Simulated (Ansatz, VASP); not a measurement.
Al: VASP beside Ansatz

INCAR

```
PREC = Accurate ; ENCUT = 520
EDIFF = 1E-6 ; ISMEAR = 0
SIGMA = 0.15 ; LREAL = False
LASPH = True ; NELM = 80
ALGO = Normal ; ISIF = 2
LWAVE = False ; LCHARG = True
GGA = CA ; LELF = True
LVHAR = True ; NBANDS = 8
```

The input KPOINTS:

```
regular mesh
0
Gamma
  20 20 20
```

The input POSCAR:

```
Al
1.0
    0.0000000000      2.1251790000      2.1251790000
    2.1251790000      0.0000000000      2.1251790000
    2.1251790000      2.1251790000      0.0000000000
Al
1
Direct
    0.0000000000      0.0000000000      0.0000000000
```

Input for Ansatz:

```yaml
crystal:
  lattice:
    - [0.0, 2.125179, 2.125179]
    - [2.125179, 0.0, 2.125179]
    - [2.125179, 2.125179, 0.0]
  atoms:
    - { symbol: Al, position: [0.0, 0.0, 0.0] }
basis:
  ecutwfc: 420
kpoints:
  mp_grid: { grid: [20, 20, 20] }
hamiltonian:
  xc: lda
scf:
  occupations: { method: gaussian, width: 0.15 }
output:
  forces: true
  stress: true
  eigenvalues: true
```

Change from the starting cell: strain +0.050 along x and y, +0.050 along z, atoms carried along.

Alike in both runs: task single point; functional LDA; k mesh 20 × 20 × 20; occupations gaussian, width 0.15 eV; no spin polarisation.

|  | VASP | Ansatz |
| --- | --- | --- |
| version | VASP 6.6.1 | Ansatz 0.2.0 |
| potentials or method | VASP PAW LDA potentials, release 64 (Al) | scalar-relativistic, plane waves, PAW |
| plane-wave cutoff (eV) | 520 | 420 |
| valence electrons in the cell | 3 | 3 |

```csv
,VASP,Ansatz,Ansatz less VASP
gap on the k mesh at the Fermi level (eV),none,none,-
pressure (GPa),-10.2,-10.2,0.00
```

A gap of «none» marks a metal or a gap that the smearing closes.
